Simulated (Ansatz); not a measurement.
GaP: zone-centre modes

Theory: DFT PBE, scalar-relativistic, plane waves, PAW in Ansatz. The runs took a 420 eV cutoff, a Γ-centred 12×12×8 mesh and Gaussian smearing (0.05 eV). No spin polarisation.

The starting cell (relaxed at this level):

```
Ga P
1.0
     0.00000   -2.75254   -2.75254
    -2.75254    0.00000   -2.75254
     2.75254    2.75254   -5.50507
Ga P
2 2
Direct
  0.00000 0.00000 0.00000
  0.50000 0.50000 0.50000
  0.37500 0.37500 0.87500
  0.87500 0.87500 0.37500
```

Harmonic modes by finite displacements of 0.02 Å, without the LO–TO term. The cell doubles the primitive one, so its zone centre also holds the primitive cell's point q = (0, 0, 1/2).

(1) At this geometry, is the structure stable against these modes?

(2) List the wavenumbers in cm⁻¹.

Answers

(1) Yes: no mode is imaginary beyond 10 cm⁻¹, and only the three translations lie near zero.

(2) 0, 0, 0, 80, 80, 224, 342, 342, 345, 345, 345, 352.

Cost: 1 run of about 8.9 core-minutes, on Intel Xeon Platinum 8259CL (Skylake/Cascade Lake) (shared hosts).